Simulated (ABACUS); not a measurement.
HgTe (Coloradoite):

```xyz
2
Lattice="0.0000 3.2145 3.2145 3.2145 0.0000 3.2145 3.2145 3.2145 0.0000" Properties=species:S:1:pos:R:3 pbc="T T T"
Hg    0.0000    0.0000    0.0000
Te    4.8217    4.8217    4.8217
```

Program: ABACUS 3.10.1. Alike in all runs: task single point; no spin polarisation; cell as given; smearing fermi-dirac 0.05 eV.

Task: Order these runs on this cell by their pressure, lowest first.
A. level PBE; potentials or basis SG15 ONCV 1.2 PBE, DZP LCAO (the cutoffs set its grid); k mesh 3 × 3 × 3; cutoff (eV) 1361; SCF threshold on the density 1e-07; eigensolver genelpa; mesh quality coarse
B. level PBEsol; potentials or basis SG15 ONCV 1.2 PBE, plane waves; k mesh 7 × 7 × 7; cutoff (eV) 1129; SCF threshold on the density 1e-08; eigensolver dav; mesh quality not flagged
C. level LDA; potentials or basis SG15 ONCV 1.2 PBE, plane waves; k mesh 7 × 7 × 7; cutoff (eV) 1129; SCF threshold on the density 1e-08; eigensolver dav; mesh quality not flagged

Result: C (0.0 GPa), B (1.7 GPa), A (7.1 GPa).

Caveats: some runs use coarse meshes; the potentials were made for another functional, which shifts forces and pressure (some runs); the atomic orbitals were generated for these runs and aren't a published set (some runs); the basis of atomic orbitals isn't converged, which shifts pressures, moduli and gaps (some runs).
